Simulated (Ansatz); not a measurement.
## Dielectric response of BaS (110) films

Wanted: ε of rocksalt BaS (110) by finite fields on slabs, and the band edges against the vacuum where run.

Method: plane-wave DFT, PBE, Ansatz PAW, in the first sound run; inputs show where later runs differ, in Ansatz 0.2.0.

### 1. The structure

The cell holds 10 atoms: 5 Ba and 5 S. Its edges and angles: a = 4.518 Å, b = 6.390 Å, c = 27.037 Å, α = 90.0°, β = 90.0°, γ = 90.0°. It derives from BaS (rocksalt BaS). Vacuum lies along c.

### 2. Relaxing the film, 10 atoms, units 5

The structure is relaxed first, because levels and dipoles at a surface follow the positions of the outer atoms.

input.yaml

```yaml
crystal:
  lattice:
    - [4.51841233, 0.0, 0.0]
    - [0.0, 6.39, 0.0]
    - [0.0, 0.0, 27.0368246636]
  atoms:
    - { symbol: Ba, position: [0.5, 0.5, 0.3328793271] }
    - { symbol: S, position: [0.5, 0.0, 0.3328793271] }
    - { symbol: Ba, position: [0.0, 0.0, 0.4164396635] }
    - { symbol: S, position: [0.0, 0.5, 0.4164396635] }
    - { symbol: Ba, position: [0.5, 0.5, 0.5] }
    - { symbol: S, position: [0.5, 0.0, 0.5] }
    - { symbol: Ba, position: [0.0, 0.0, 0.5835603365] }
    - { symbol: S, position: [0.0, 0.5, 0.5835603365] }
    - { symbol: Ba, position: [0.5, 0.5, 0.6671206729] }
    - { symbol: S, position: [0.5, 0.0, 0.6671206729] }
kpoints:
  mp_grid: { grid: [6, 4, 1] }
hamiltonian:
  xc: pbe
scf:
  occupations: { method: fixed }
  convergence: { dr2_threshold: 1.0e-09 }
efield:
  axis: 3
  dipole_correction: true
  ramp_position: 0.97
  ramp_width: 0.06
relax:
  f_tol: 0.003
  max_steps: 100
output:
  write_potential: true
  write_density: true
  volumetric_format: npy
```

Started as:

```console
$ ansatz run input.yaml --threads 4 --pin off --max-ram 8192MiB --backend cpu --events-out ev --progress --plain --runs-dir out
```

Numbers of over 12 decimals in the logs are rounded to 6 here.

Log:

```text
Engine: ansatz 0.2.0, aarch64-unknown-linux-gnu
Pseudopotentials: kind: paw
Pseudopotential: Ba, paw, valence charge 10, recommended cutoff 420 eV (normal), Ba.paw.azcp
Pseudopotential: S, paw, valence charge 6, recommended cutoff 420 eV (normal), S.paw.azcp
Functional definition: PBE
  parameter kappa = 0.804
  parameter beta = 0.066725
  exchange = pbe_x(kappa = kappa, mu = beta*pi^2/3)
  correlation = pbe_c(beta = beta)
Crystal: 10 atoms, lattice volume = 780.625 Å³
Basis set: ecut = 420 eV, 15261 PW (Γ), exchange–correlation on 64×90×384 points (8 copies of the dense FFT grid, shifted against one another)
Bands: 50, of which v1, the nominal top of the filled ones, is band 40 counted from 1 (39 counted from 0)
Symmetry: 4 space group operations
k-points: 12 of 24
Non-local potential: Ba, projectors of the file, l = 0: 3, l = 1: 2, l = 2: 2, l = 3: 2
Non-local potential: S, projectors of the file, l = 0: 2, l = 1: 2, l = 2: 2
PAW form: soft (Blöchl's): semilocal exchange-correlation on the pseudo side does not see the compensation charge
PAW one-centre angular grid: Ba, 194 points (default); XC on 64 Gauss nodes
PAW one-centre angular grid: S, 110 points (default); XC on 64 Gauss nodes
Initial density: superposition of atomic densities (neutral atoms: chi_scale 0, normalization atom), corrected by the library's trained network
Initial wavefunctions: pseudopotential atomic-orbital guess
Functional: x = pbe(κ = 0.804, μ = 0.219515), c = pbe(β = 0.066725)
SCF iter   1: F=—  HF=-34276.740079 eV  |F-HF|=—  |Δ(HF+E_count)|=         —  Δρ=9.51e-4  dr2=2.78e-2  ethr=1.77e-3  p=0.000 e·Å  D=5.43e-14 V/Å  ΔV_dip=-0.00 eV  dr2_dipole=2.65e-12  V_vac-E_F(+/−)=3.69/3.69 eV  ⟨swp⟩=8.5  Hψ=3426  notcnv=0  defer=91
efield: sawtooth ramp at fractional position 0.9700 (set: `efield.ramp_position`, or a place that a band, a saddle search or an elastic batch's reference lends), width 0.0600; the density the first Hamiltonian is built on has a dipole p = 0.000 e·Å; the dipole correction subtracts the counter field D = 5.43e-14 V/Å, which shifts the + side's vacuum level by -0.00 eV against the − side's; the planar-averaged density in the ramp window peaks in size at 3.4e-6 e/Å³
preconditioner: auto → Resta (q_TF=auto, 1.866 Å⁻¹)  ε∞=2.1  [insulator: Δε(μ)=1.633 eV  Ē_g=10.692 eV  n_scr=92 (ndim 8)  ℏωp=11.1 eV  f_vac=0.530  ε∞_Penn≈2.1  vacuum switching on, ρ_ref=8.3e-3 e/Å³]
SCF iter   2: F=—  HF=-34276.737034 eV  |F-HF|=—  |Δ(HF+E_count)|=   3.05e-3  Δρ=4.27e-4  dr2=2.97e-3  ethr=3.47e-5  p=0.000 e·Å  D=2.45e-7 V/Å  ΔV_dip=-0.00 eV  dr2_dipole=9.23e-12  V_vac-E_F(+/−)=3.61/3.61 eV  ⟨swp⟩=5.3  Hψ=1186  notcnv=0  defer=96
density mixer auto → msr1: gapped (density of states about μ 0.08 of a free-electron gas's, 92 screened modes)
SCF iter   3: F=—  HF=-34276.737702 eV  |F-HF|=—  |Δ(HF+E_count)|=   6.68e-4  Δρ=1.77e-4  dr2=5.36e-4  ethr=3.72e-6  p=-0.000 e·Å  D=-3.19e-7 V/Å  ΔV_dip=0.00 eV  dr2_dipole=4.45e-13  V_vac-E_F(+/−)=3.59/3.59 eV  ⟨swp⟩=3.8  Hψ=828  notcnv=0  defer=96
SCF iter   4: F=—  HF=-34276.738166 eV  |F-HF|=—  |Δ(HF+E_count)|=   4.64e-4  Δρ=7.65e-5  dr2=1.57e-4  ethr=6.71e-7  p=-0.000 e·Å  D=-3.50e-7 V/Å  ΔV_dip=0.00 eV  dr2_dipole=4.62e-12  V_vac-E_F(+/−)=3.58/3.58 eV  ⟨swp⟩=3.6  Hψ=985  notcnv=0  defer=96
SCF iter   5: F=—  HF=-34276.738201 eV  |F-HF|=—  |Δ(HF+E_count)|=   3.55e-5  Δρ=2.26e-5  dr2=5.73e-6  ethr=1.97e-7  p=0.000 e·Å  D=9.07e-8 V/Å  ΔV_dip=-0.00 eV  dr2_dipole=1.12e-12  V_vac-E_F(+/−)=3.57/3.57 eV  ⟨swp⟩=2.2  Hψ=747  notcnv=0  defer=96
SCF iter   6: F=—  HF=-34276.738358 eV  |F-HF|=—  |Δ(HF+E_count)|=   1.57e-4  Δρ=6.45e-6  dr2=5.92e-7  ethr=7.17e-9  p=-0.000 e·Å  D=-2.84e-7 V/Å  ΔV_dip=0.00 eV  dr2_dipole=5.32e-12  V_vac-E_F(+/−)=3.57/3.57 eV  ⟨swp⟩=2.1  Hψ=1038  notcnv=0  defer=95
SCF iter   7: F=—  HF=-34276.738359 eV  |F-HF|=—  |Δ(HF+E_count)|=   1.43e-7  Δρ=2.04e-6  dr2=5.29e-8  ethr=7.40e-10  p=0.000 e·Å  D=1.38e-7 V/Å  ΔV_dip=-0.00 eV  dr2_dipole=1.47e-12  V_vac-E_F(+/−)=3.57/3.57 eV  ⟨swp⟩=2.0  Hψ=783  notcnv=0  defer=95
SCF iter   8: F=—  HF=-34276.738359 eV  |F-HF|=—  |Δ(HF+E_count)|=   5.60e-8  Δρ=5.02e-7  dr2=3.41e-9  ethr=6.61e-11  p=-0.000 e·Å  D=-2.01e-7 V/Å  ΔV_dip=0.00 eV  dr2_dipole=2.38e-12  V_vac-E_F(+/−)=3.57/3.57 eV  ⟨swp⟩=2.0  Hψ=965  notcnv=0  defer=95
SCF iter   9: F=-34276.738359 eV  HF=-34276.738359 eV  |F-HF|=3.35e-10  |Δ(HF+E_count)|=   1.53e-9  Δρ=1.69e-7  dr2=3.02e-10  ethr=1.25e-12  p=0.000 e·Å  D=1.30e-7 V/Å  ΔV_dip=-0.00 eV  dr2_dipole=1.13e-12  V_vac-E_F(+/−)=3.57/3.57 eV  ⟨swp⟩=8.8  Hψ=3716  notcnv=0
SCF 1 converged in 9 iterations: F = -34276.738359 eV  dr2 = 3.02e-10
  greatest PAW one-centre occupation: 0.955 electrons in one spin orbital (limit 2), on the Ba atom at site 6 (counted from 0), in its partial waves of l = 0
relax step   1: F+E_penalty+E_count = -34276.73835859 eV  Δ(F+E_penalty+E_count) = +0.000e0 eV  max|allowed force component| = 5.207e-1 eV/Å  Δτ_max = 0.0000 Å  (9 SCF iters, accepted)
Initial density: handed on by an earlier stage of this run
Initial wavefunctions: those handed on with the density
iter 1 solved again at ethr=1.95e-4 eV; its pass at ethr=3.10e-3 eV (dr2=1.56e-1 eV) is discarded
SCF iter   1: F=—  HF=-34276.879226 eV  |F-HF|=—  |Δ(HF+E_count)|=         —  Δρ=2.82e-3  dr2=1.62e-1  ethr=1.95e-4  p=0.000 e·Å  D=1.30e-7 V/Å  ΔV_dip=-0.00 eV  dr2_dipole=2.72e-11  V_vac-E_F(+/−)=3.72/3.72 eV  ⟨swp⟩=2.1  Hψ=2401  notcnv=0  defer=86
efield: sawtooth ramp at fractional position 0.9700 (set: `efield.ramp_position`, or a place that a band, a saddle search or an elastic batch's reference lends), width 0.0600; the density the first Hamiltonian is built on has a dipole p = 0.000 e·Å; the dipole correction subtracts the counter field D = 1.30e-7 V/Å, which shifts the + side's vacuum level by -0.00 eV against the − side's; the planar-averaged density in the ramp window peaks in size at 3.8e-8 e/Å³
preconditioner: auto → Resta (q_TF=auto, 1.866 Å⁻¹)  ε∞=2.1  [insulator: Δε(μ)=1.761 eV  Ē_g=10.642 eV  n_scr=92 (ndim 8)  ℏωp=11.1 eV  f_vac=0.540  ε∞_Penn≈2.1  vacuum switching on, ρ_ref=8.2e-3 e/Å³]
SCF iter   2: F=—  HF=-34276.857371 eV  |F-HF|=—  |Δ(HF+E_count)|=   2.19e-2  Δρ=1.20e-3  dr2=1.31e-2  ethr=1.95e-4  p=-0.000 e·Å  D=-8.23e-7 V/Å  ΔV_dip=0.00 eV  dr2_dipole=7.47e-12  V_vac-E_F(+/−)=3.83/3.83 eV  ⟨swp⟩=4.0  Hψ=807  notcnv=0  defer=95  κ⁻¹=1.0e0(r=1)
density mixer auto → broyden: gapped, where msr1 would fit the directions that read negative (density of states about μ 0.07 of a free-electron gas's, 92 screened modes)
[...]
SCF iter   8: F=—  HF=-34276.902155 eV  |F-HF|=—  |Δ(HF+E_count)|=   6.75e-8  Δρ=7.20e-7  dr2=5.00e-9  ethr=5.60e-11  p=-0.000 e·Å  D=-6.31e-8 V/Å  ΔV_dip=0.00 eV  dr2_dipole=7.65e-14  V_vac-E_F(+/−)=3.73/3.73 eV  ⟨swp⟩=2.0  Hψ=937  notcnv=0  defer=78  κ⁻¹=4.7e-7(r=7)
SCF iter   9: F=-34276.902155 eV  HF=-34276.902155 eV  |F-HF|=7.79e-10  |Δ(HF+E_count)|=   7.48e-9  Δρ=2.68e-7  dr2=6.65e-10  ethr=1.25e-12  p=-0.000 e·Å  D=-1.26e-7 V/Å  ΔV_dip=0.00 eV  dr2_dipole=1.44e-13  V_vac-E_F(+/−)=3.73/3.73 eV  ⟨swp⟩=8.1  Hψ=3694  notcnv=0
SCF 3 converged in 9 iterations: F = -34276.902155 eV  dr2 = 6.65e-10
relax step   3: F+E_penalty+E_count = -34276.90215452 eV  Δ(F+E_penalty+E_count) = -3.080e-2 eV  max|allowed force component| = 1.115e-2 eV/Å  Δτ_max = 0.0639 Å  (9 SCF iters, accepted)
[...]
relax step   4: F+E_penalty+E_count = -34276.90229591 eV  Δ(F+E_penalty+E_count) = -1.414e-4 eV  max|allowed force component| = 4.128e-3 eV/Å  Δτ_max = 0.0093 Å  (7 SCF iters, accepted)
SCF iter   1: F=—  HF=-34276.902152 eV  |F-HF|=—  |Δ(HF+E_count)|=         —  Δρ=3.64e-5  dr2=2.56e-5  ethr=4.21e-7  p=0.000 e·Å  D=5.99e-8 V/Å  ΔV_dip=-0.00 eV  dr2_dipole=2.10e-13  V_vac-E_F(+/−)=3.73/3.73 eV  ⟨swp⟩=3.9  Hψ=1153  notcnv=0  defer=92
efield: sawtooth ramp at fractional position 0.9700 (set: `efield.ramp_position`, or a place that a band, a saddle search or an elastic batch's reference lends), width 0.0600; the density the first Hamiltonian is built on has a dipole p = 0.000 e·Å; the dipole correction subtracts the counter field D = 5.99e-8 V/Å, which shifts the + side's vacuum level by -0.00 eV against the − side's; the planar-averaged density in the ramp window peaks in size at 8.3e-8 e/Å³
preconditioner: auto → Resta (q_TF=auto, 1.866 Å⁻¹)  ε∞=2.1  [insulator: Δε(μ)=1.708 eV  Ē_g=10.475 eV  n_scr=92 (ndim 8)  ℏωp=11.1 eV  f_vac=0.537  ε∞_Penn≈2.1  vacuum switching on, ρ_ref=8.0e-3 e/Å³]
SCF iter   2: F=—  HF=-34276.902159 eV  |F-HF|=—  |Δ(HF+E_count)|=   6.45e-6  Δρ=1.77e-5  dr2=3.29e-6  ethr=3.20e-8  p=-0.000 e·Å  D=-1.77e-8 V/Å  ΔV_dip=0.00 eV  dr2_dipole=2.60e-16  V_vac-E_F(+/−)=3.73/3.73 eV  ⟨swp⟩=2.0  Hψ=813  notcnv=0  defer=78  κ⁻¹=1.0e0(r=1)
density mixer auto → broyden: gapped, where msr1 would fit the directions that read negative (density of states about μ 0.07 of a free-electron gas's, 92 screened modes)
SCF iter   3: F=—  HF=-34276.902308 eV  |F-HF|=—  |Δ(HF+E_count)|=   1.49e-4  Δρ=9.85e-6  dr2=9.64e-7  ethr=4.12e-9  p=-0.000 e·Å  D=-1.26e-8 V/Å  ΔV_dip=0.00 eV  dr2_dipole=1.24e-14  V_vac-E_F(+/−)=3.73/3.73 eV  ⟨swp⟩=2.0  Hψ=724  notcnv=0  defer=50  κ⁻¹=6.2e-2(r=2)
SCF iter   4: F=—  HF=-34276.902308 eV  |F-HF|=—  |Δ(HF+E_count)|=   1.84e-7  Δρ=2.38e-6  dr2=5.14e-8  ethr=1.21e-9  p=0.000 e·Å  D=1.49e-8 V/Å  ΔV_dip=-0.00 eV  dr2_dipole=1.00e-14  V_vac-E_F(+/−)=3.73/3.73 eV  ⟨swp⟩=2.5  Hψ=869  notcnv=0  defer=50  κ⁻¹=5.7e-3(r=3)
SCF iter   5: F=—  HF=-34276.902308 eV  |F-HF|=—  |Δ(HF+E_count)|=   3.06e-8  Δρ=7.43e-7  dr2=4.38e-9  ethr=6.43e-11  p=-0.000 e·Å  D=-6.67e-9 V/Å  ΔV_dip=0.00 eV  dr2_dipole=8.37e-16  V_vac-E_F(+/−)=3.73/3.73 eV  ⟨swp⟩=2.0  Hψ=852  notcnv=0  defer=50  κ⁻¹=3.0e-4(r=4)
SCF iter   6: F=-34276.902308 eV  HF=-34276.902308 eV  |F-HF|=5.60e-10  |Δ(HF+E_count)|=   3.98e-9  Δρ=2.38e-7  dr2=4.03e-10  ethr=1.25e-12  p=-0.000 e·Å  D=-1.20e-9 V/Å  ΔV_dip=0.00 eV  dr2_dipole=1.18e-14  V_vac-E_F(+/−)=3.73/3.73 eV  ⟨swp⟩=7.9  Hψ=3567  notcnv=0
SCF 5 converged in 6 iterations: F = -34276.902308 eV  dr2 = 4.03e-10
relax step   5: F+E_penalty+E_count = -34276.90230832 eV  Δ(F+E_penalty+E_count) = -1.241e-5 eV  max|allowed force component| = 6.974e-5 eV/Å  Δτ_max = 0.0019 Å  (6 SCF iters, accepted)
NSCF: frozen V_eff on 12 k-points
the search or the solves at the SCF's close seem to have found levels that the self-consistency loop had missed (the run counts 1). By its estimate they hold under 1e-12 electrons; where the run keeps them, the occupations were computed again with them
WARN: The output density's exchange-correlation potential varies sharply where the density is thin. Do not read a vacuum level from v_tot or v_xc, or from such a field of the output density. On a cell that repeats whose density bears no net charge and no dipole along the vacuum's axis use v_es (v_loc + v_h of the components); under efield.dipole_correction with no amplitude use v_es + v_field, which holds any externa [...]
SCF converged after 6 iterations
Stability not checked: this state was not tested for a lower state beside it, because the mixer in use, unlike msr1, does not test its closes by its own steps (another_mixer; see scf.mixing.algorithm and scf.lower_state_search)
Free energy (F): -34276.902308 eV
Harris-Foulkes:  -34276.902308 eV  (|F-HF|=5.60e-10)
Internal energy: -34276.902308 eV  (E = F + TS)
E sigma→0 (E₀):  -34276.902308 eV
Fermi energy:    0.533268 eV
Dipole field:    D = 0.000000 V/Å  (p = 0.000000 e·Å, saw-weighted, corrected)
Work function:   Φ+ = 3.7323 eV   Φ− = 3.7323 eV
Levels:          The Fermi level and band energies are counted from a zero that moves with the ramp; work functions are not
--- Per-component energies (eV) ---
  E_band       = -731.869706
  E_kinetic    = 1377.833949
  E_local      = -33424.125281  (includes V_loc(G=0)·N_el)
  E_nonlocal   = 425.912758
  E_hartree    = 16106.592217
  E_xc         = -1330.786315
  E_vxc        = -1121.253193  (∫ρ·V_xc dr)
  E_paw        = -29130.450116  (= ΣΔE_a)
  E_vpaw       = -203.421722  (= ΣTr[D̂ρ^β])
  E_aug_tail   = -0.000001  (compensation charges beyond the density's cutoff)
  E_efield     = 0.000000  (sawtooth field / dipole correction)
  E_vefield    = 0.000000  (∫n·V_field dr)
  E_ewald      = 11698.120479
  E_smearing   = -0.000000  (= −TS)
  E_closure    = -0.000000  (closes the sum)
  Σ components = -34276.902308   (vs F -34276.902308, Δ=0.00e0)
--- Forces (eV/Å), atoms counted from 1 ---
  atom   1  Ba     0.00000000     0.00000000     0.00004781
  atom   2  S      0.00000000     0.00000000    -0.00002594
  atom   3  Ba     0.00000000     0.00000000     0.00006973
  atom   4  S      0.00000000     0.00000000    -0.00002910
  atom   5  Ba     0.00000000     0.00000000     0.00000007
  atom   6  S      0.00000000     0.00000000    -0.00000011
  atom   7  Ba     0.00000000     0.00000000    -0.00006966
  atom   8  S      0.00000000     0.00000000     0.00002902
  atom   9  Ba     0.00000000     0.00000000    -0.00004784
  atom  10  S      0.00000000     0.00000000     0.00002592
  max |Σ_I F_I| component: 1.04e-7 eV/Å
--- Band table (eV; the first three rows and the last of 12) ---
  k-point 0: bands = [... 36 lower, 0.1711, 0.2777, 0.3240, 0.5333, 2.2411, 2.5988, 2.8279, 3.1943, ... 6 higher]
  k-point 1: bands = [... 36 lower, -0.1736, 0.2207, 0.2663, 0.4710, 2.3238, 2.7675, 2.9378, 3.2444, ... 6 higher]
  k-point 2: bands = [... 36 lower, -0.2208, 0.1652, 0.2122, 0.4141, 2.4251, 2.9396, 3.0590, 3.3123, ... 6 higher]
  k-point 11: bands = [... 36 lower, -0.2446, -0.0727, 0.0887, 0.1302, 3.5438, 3.5568, 4.0732, 4.1190, ... 6 higher]
--- Relaxed structure (5 steps of the walk, 5 accepted, 0 SCFs on fresh bases) ---
  F+E_penalty+E_count = -34276.90230832 eV   max|allowed force component| = 6.974e-5 eV/Å
  atoms:
    - { symbol: Ba, position: [0.5, 0.5, 0.336435] }
    - { symbol: S, position: [0.5, 0.0, 0.335585] }
    - { symbol: Ba, position: [0.0, 0.0, 0.413078] }
    - { symbol: S, position: [0.0, 0.5, 0.413040] }
    - { symbol: Ba, position: [0.5, 0.5, 0.500000] }
    - { symbol: S, position: [0.5, 0.0, 0.500000] }
    - { symbol: Ba, position: [0.0, 0.0, 0.586922] }
    - { symbol: S, position: [0.0, 0.5, 0.586960] }
    - { symbol: Ba, position: [0.5, 0.5, 0.663565] }
    - { symbol: S, position: [0.5, 0.0, 0.664415] }
```

The job ended after 56 s (4 threads of Arm Neoverse V1, shared host; peak memory 1.3 GiB; 3.6 min of CPU time).

The steps of the relaxation:

```tsv
step	energy less that of the first step (eV)	largest force component (eV/Å)
1	0.0000	0.5207
2	-0.1330	0.2329
3	-0.1638	0.0111
4	-0.1639	0.0041
5	-0.1639	0.0001
```

Forces are held to the 4 operations that the run works with; a distortion that breaks them can't arise in this run.

The atoms that moved most (Å):

```tsv
atom	dx	dy	dz	length
Ba1	0.000	0.000	0.096	0.096
Ba9	0.000	0.000	-0.096	0.096
S8	0.000	0.000	0.092	0.092
S4	0.000	0.000	-0.092	0.092
Ba7	0.000	0.000	0.091	0.091
Ba3	0.000	0.000	-0.091	0.091
S10	0.000	0.000	-0.073	0.073
S2	0.000	0.000	0.073	0.073
```

Numbers from this step:

```yaml
gap_on_the_k_mesh: 1.708 eV
dipole_along_the_normal: 3.14e-7 e·Å
ionisation_energy_upper_face: 3.732 eV
electron_affinity_upper_face: 2.024 eV
```

Running mean over 2.259 Å of the planar mean; the ramp of the sawtooth is left out. Table of electron's electrostatic potential energy less the highest filled level by z:

```tsv
z (Å)	electron's electrostatic potential energy less the highest filled level (eV)
3.5	3.73
4.0	3.73
4.5	3.73
5.0	3.73
5.5	3.72
6.0	3.70
6.5	3.62
7.0	3.31
7.5	2.23
8.0	0.321
8.5	-1.50
9.0	-2.46
9.5	-2.99
10.0	-3.29
10.5	-3.21
11.0	-2.84
11.5	-2.56
12.0	-2.36
12.5	-2.34
13.0	-2.49
13.5	-2.61
14.0	-2.50
14.5	-2.34
15.0	-2.35
15.5	-2.55
16.0	-2.82
16.5	-3.19
17.0	-3.30
17.5	-3.02
18.0	-2.51
18.5	-1.60
19.0	0.172
19.5	2.10
20.0	3.27
20.5	3.60
21.0	3.69
21.5	3.72
22.0	3.73
22.5	3.73
23.0	3.73
23.5	3.73
```

The relaxation took 5 steps and lowered the energy by 0.16 eV; the largest force on the free atoms ends at 7.0e-5 eV/Å.

The gap is 1.71 eV, with the valence edge 3.73 eV and the conduction edge 2.02 eV under the upper vacuum level.

(Continued in part 2 of 5.)

[Logs are printed without paths, hosts, clocks, repeated set-up lines and the standing remarks that a program may print on its own settings, such as how far it seeks lower states.]

[Hosts, paths, dates, database ids (printed as entryN), source tags and the programs' standing remarks are cut or masked in the printed files.]

[Maps of the electrostatic potential energy from Ansatz leave out the sawtooth potential of an applied field or a dipole correction, so their vacuum need not be flat; planar profiles and work functions include it.]
